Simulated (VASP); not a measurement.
A run of VASP 6.6.1 is set up as follows.

File INCAR:

```
SYSTEM = AgCl
PREC = Accurate
ENCUT = 520
EDIFF = 1E-6
ISMEAR = 0
SIGMA = 0.05
LREAL = .False.
LASPH = .True.
NELM = 100
ALGO = Normal
ISIF = 2
LWAVE = .False.
LCHARG = .False.
GGA = PS
NBANDS = 16
```

Contents of KPOINTS:

```
regular mesh
0
Gamma
  10 10 10
  0 0 0
```

File POSCAR:

```
AgCl
1.0
    3.4339730000      0.0000000000      0.0000000000
    0.0000000000      3.4339730000      0.0000000000
    0.0000000000      0.0000000000      3.4339730000
Ag Cl
1 1
Direct
    0.0000000000      0.0000000000      0.0000000000
    0.4817995075      0.5000000000      0.5000000000
```

Potentials or basis: VASP PAW PBE potentials, release 64 (Ag, Cl).

Command:

```sh
$ cat potpaw_PBE.64/Ag/POTCAR potpaw_PBE.64/Cl/POTCAR > POTCAR
$ mpirun -np 1 vasp_std > vasp.out
```

Task: What does it give for the largest force?

Result: 0.009 eV/Å.

Task: What does it give for the band gap on the k mesh?

Result: 0.41 eV, indirect (least direct gap 1.91 eV).

Forces in eV/Å, atoms in the order of the input:
```
Ag   0.009  0.000  0.000
Cl  -0.009  0.000  0.000
```

Caveat: the PAW data sets were made with another functional, which shifts forces and pressure a little. A k mesh can miss the band edges.
